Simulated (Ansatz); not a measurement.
A small benchmark: atomisation enthalpy at 298 K

6 molecules of light elements (H to F); the atomisation enthalpy at 298 K in kJ/mol, computed less measured. Shapes, held fixed at every level: PBE0-D4/def2-TZVP. Flexible molecules stand in one conformer, not always the lowest. Thermal terms are harmonic and unscaled (PBE0-D4/def2-TZVP); the spin-orbit lowering of the free atoms is taken from their spectra. Programs: Ansatz 0.2.0. Measured values: Active Thermochemical Tables, CRC Handbook of Chemistry and Physics.

Levels: A = HF/def2-TZVPP; B = CCSD(T)/def2-SVP; C = CCSD(T)/CBS estimate.

```json
{"molecule": "C2N2 (bisisocyanide)", "from tabulated heats": "1766", "A": "-837", "B": "-121", "C": "-18"}
{"molecule": "C3H3 (cyclopropenyl radical)", "from tabulated heats": "2318", "A": "-667", "B": "-100", "C": "-11"}
{"molecule": "C2H6O (dimethyl ether)", "from tabulated heats": "3175", "A": "-893", "B": "-152", "C": "-2"}
{"molecule": "C4H6 (SMILES C1=CCC1)", "from tabulated heats": "4019", "A": "-1075", "B": "-165", "C": "-17"}
{"molecule": "C5H8O2 (SMILES O=C1CCCCO1)", "from tabulated heats": "6206", "A": "-1795", "B": "-268", "C": "-14"}
{"molecule": "C6H10 (cyclohexene)", "from tabulated heats": "6486", "A": "-1665", "B": "-241", "C": "-18"}
```

(1) Sum up the errors.

Answers

(1) 
| level | kind | mean error | mean absolute error | worst case |
| --- | --- | --- | --- | --- |
| HF/def2-TZVPP | Hartree–Fock | -1155.3 | 1155.3 | C5H8O2 |
| CCSD(T)/def2-SVP | coupled cluster or CI | -174.5 | 174.5 | C5H8O2 |
| CCSD(T)/CBS estimate | coupled cluster or CI | -13.3 | 13.3 | C2N2 |

On this set CCSD(T)/CBS estimate has the smallest mean absolute error and HF/def2-TZVPP the largest. HF/def2-TZVPP is too low in 6 of 6; CCSD(T)/def2-SVP is too low in 6 of 6; CCSD(T)/CBS estimate is too low in 6 of 6. For HF/def2-TZVPP and CCSD(T)/def2-SVP the error grows with the size of the molecule. Hartree–Fock lacks correlation and underbinds. Correlated wave functions converge slowly with the basis. Open shells run unrestricted. The CBS estimate extrapolates MP2 from def2-TZVPP and def2-QZVPP and adds CCSD(T) − MP2 in the triple-zeta set, cores frozen. The set is small.
